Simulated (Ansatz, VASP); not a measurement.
**One calculation of P, two programs**

```
P
1.0
     2.48497    0.00000    0.00000
     0.00000    2.48497    0.00000
     0.00000    0.00000    2.48508
P
1
Direct
  0.00000 0.00000 0.00000
```

Alike in both runs: functional PBE; dispersion D3(BJ); k mesh 18 × 18 × 18; occupations gaussian, width 0.1 eV; no spin polarisation.

Ansatz relaxed the structure, and its values are those at the end. VASP's run is a single point on that final structure, the one shown.

```csv
,VASP,Ansatz
version,VASP 6.6.1,Ansatz 0.2.0
potentials or method,"VASP PAW PBE potentials, release 64 (P)","scalar-relativistic, plane waves, PAW"
plane-wave cutoff (eV),520,420
valence electrons in the cell,5,5
```

Ansatz gave:

* gap on the k mesh at the Fermi level (eV): none
* pressure (GPa): -9.6

What did VASP give for the same quantities?

gap on the k mesh at the Fermi level (eV): none; pressure (GPa): -9.8.

A gap of «none» marks a metal or a gap that the smearing closes. Ansatz warned: «near_symmetry_operations_not_taken».

Caveats: pairwise dispersion overbinds metals, which lowers pressure and volume.
